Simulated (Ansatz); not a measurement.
The reference is NaBr in the rock salt structure (space group Fm-3m, No. 225; a = 6.036 Å). Axes: x, y, z lie along the cube axes.

Level of theory: PBE, PAW, 420 eV (Ansatz, a first-principles code; without spin-orbit coupling).

Before the change:

```
Item                                         Value
-----------------------------  -------------------
Shortest interatomic distance              3.018 Å
Valence-band top at Γ          0.00, 0.00, 0.00 eV
```

One thing is altered: a free-standing slab of 4 layers (8 atoms, 2 a layer) is cut normal to the z axis, with 15 Å of vacuum and the in-plane cell held at bulk.

Problem. How does this affect the shortest interatomic distance?

Solution. The shortest interatomic distance falls by 0.075 Å, from 3.018 Å to 2.943 Å.

Problem. What does the calculation give for the valence-band top at Γ after the change?

Solution. The valence-band top at Γ (three highest levels, from the VBM) goes from 0.00, 0.00, 0.00 eV to 0.00, 0.00, -0.10 eV.

The levels and masses belong to the bands next to the band gap. Whether these cells are dynamically stable was not tested.
